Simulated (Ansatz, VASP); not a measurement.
## Pb in VASP and in Ansatz

The input INCAR:

```
ALGO = Normal
EDIFF = 1E-6
ENCUT = 520
GGA = PE
ISIF = 2
ISMEAR = -1
LASPH = True
LCHARG = False
LREAL = False
LWAVE = False
NBANDS = 21
NELM = 100
PREC = Accurate
SIGMA = 0.05
```

The input KPOINTS:

```
k-points
0
Gamma
  9 9 5
```

The input POSCAR:

```
Pb
1.0
    3.4329672075      0.0000000000      0.0000000000
   -1.7164836037      2.9730368121      0.0000000000
    0.0000000000      0.0000000000      5.5144501982
Pb
2
Direct
    0.6666666667      0.3333333333      0.7500000000
    0.3333333333      0.6666666667      0.2500000000
```

Contents of input.yaml:

```yaml
crystal:
  lattice:
    - [3.4329672075, 0.0, 0.0]
    - [-1.7164836037, 2.9730368121, 0.0]
    - [0.0, 0.0, 5.5144501982]
  atoms:
    - { symbol: Pb, position: [0.6666666667, 0.3333333333, 0.75] }
    - { symbol: Pb, position: [0.3333333333, 0.6666666667, 0.25] }
hamiltonian:
  xc: pbe
  pseudopotentials: { kind: paw }
kpoints:
  mp_grid: { grid: [9, 9, 5] }
scf:
  occupations: { method: fermi_dirac, width: 0.05 }
output:
  forces: true
  stress: true
  eigenvalues: true
```

This isn't the form of Pb at room conditions, which is fcc.

Alike in both runs: task single point; functional PBE; k mesh 9 × 9 × 5; occupations fermi-dirac, width 0.05 eV; no spin polarisation.

|  | VASP | Ansatz |
| --- | --- | --- |
| version | VASP 6.6.1 | Ansatz 0.2.0 |
| potentials or method | VASP PAW PBE potentials, release 64 (Pb_d) | Ansatz PAW |
| plane-wave cutoff (eV) | 520 | 420 |
| valence electrons in the cell | 28 | 28 |

Ansatz gave:

```
gap on the k mesh at the Fermi level (eV)       : none
pressure (GPa)                                  : 6.7
largest component of the traceless stress (GPa) : 3.13
```

Q: Estimate VASP's values.

A: gap on the k mesh at the Fermi level (eV): none; pressure (GPa): 6.6; largest component of the traceless stress (GPa): 3.12.

A gap of «none» marks a metal or a gap that the smearing closes.

The runs have no spin-orbit coupling, so splittings on Pb are missing.
